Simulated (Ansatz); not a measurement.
# Ti: the cost of one run

Program: Ansatz 0.2.0. Level of theory: DFT PBE, scalar-relativistic, plane waves, PAW. These are calculated values, not measurements.

2 further runs of the same task are left out: 2 set aside as unsound or not needed.

**1. The starting structure**

The structure is cubic, space group Im-3m (No. 229). The conventional cell has a = 3.256 Å, b = 3.256 Å, c = 3.256 Å, α = 90.00°, β = 90.00°, γ = 90.00°. Around Ti (site symmetry m-3m) lie 8 Ti at 2.82 Å.

As a file:

```
Ti
1.0
    -1.62775    1.62775    1.62775
     1.62775   -1.62775    1.62775
     1.62775    1.62775   -1.62775
Ti
1
Direct
  0.00000 0.00000 0.00000
```

This cell was relaxed beforehand with the same method: volume 17.25 Å³/atom, gap on the mesh none (metal).

**2. The [001] wire, 14 host atoms a period**

The wire is cut from the relaxed crystal, periodic along c with vacuum across. Atoms and period relax; energies count from the bulk, -2499.5560 eV an atom.

The cell holds 14 Ti: a = 17.100 Å, b = 17.400 Å, c = 3.256 Å, α = 90.00°, β = 90.00°, γ = 90.00°.

**3. Relaxation**

Pressure and volume refer to the whole cell with its vacuum; only the period along c may change.

Contents of input.yaml:

```yaml
crystal:
  lattice:
    - [17.1, 0.0, 0.0]
    - [0.0, 17.4, 0.0]
    - [0.0, 0.0, 3.255505526]
  atoms:
    - { symbol: Ti, position: [0.3572146699, 0.3596764859, 0.0] }
    - { symbol: Ti, position: [0.3572146699, 0.5467745047, 0.0] }
    - { symbol: Ti, position: [0.54759511, 0.3596764859, 0.0] }
    - { symbol: Ti, position: [0.54759511, 0.5467745047, 0.0] }
    - { symbol: Ti, position: [0.54759511, 0.7338725234, 0.0] }
    - { symbol: Ti, position: [0.7379755501, 0.5467745047, 0.0] }
    - { symbol: Ti, position: [0.2620244499, 0.4532254953, 0.5] }
    - { symbol: Ti, position: [0.2620244499, 0.6403235141, 0.5] }
    - { symbol: Ti, position: [0.45240489, 0.2661274766, 0.5] }
    - { symbol: Ti, position: [0.45240489, 0.4532254953, 0.5] }
    - { symbol: Ti, position: [0.45240489, 0.6403235141, 0.5] }
    - { symbol: Ti, position: [0.6427853301, 0.2661274766, 0.5] }
    - { symbol: Ti, position: [0.6427853301, 0.4532254953, 0.5] }
    - { symbol: Ti, position: [0.6427853301, 0.6403235141, 0.5] }
basis:
  ecutwfc: 420
kpoints:
  mp_grid: { grid: [1, 1, 17] }
hamiltonian:
  xc: pbe
scf:
  occupations: { method: gaussian, width: 0.05 }
output:
  forces: true
  stress: true
  eigenvalues: true
  populations: true
  write_density: true
  write_potential: true
  elf: true
  volumetric_format: npy
relax:
  adjacent_minimum: "off"
  f_tol: 0.02
  max_steps: 45
  cell: { fix: [a, b, alpha, beta, gamma], stress_tol: 0.03 }
```

Launch:

```console
$ ansatz run input.yaml --threads 4 --pin off --max-ram 11264MiB --backend cpu --events-out ev --progress --plain --runs-dir out
```

**Question.** How long does this run take on 4 threads of AMD EPYC 9R45 (Zen 5), shared host, and how much memory does it need?

About 2.3 min, with a peak of 2.4 GiB.
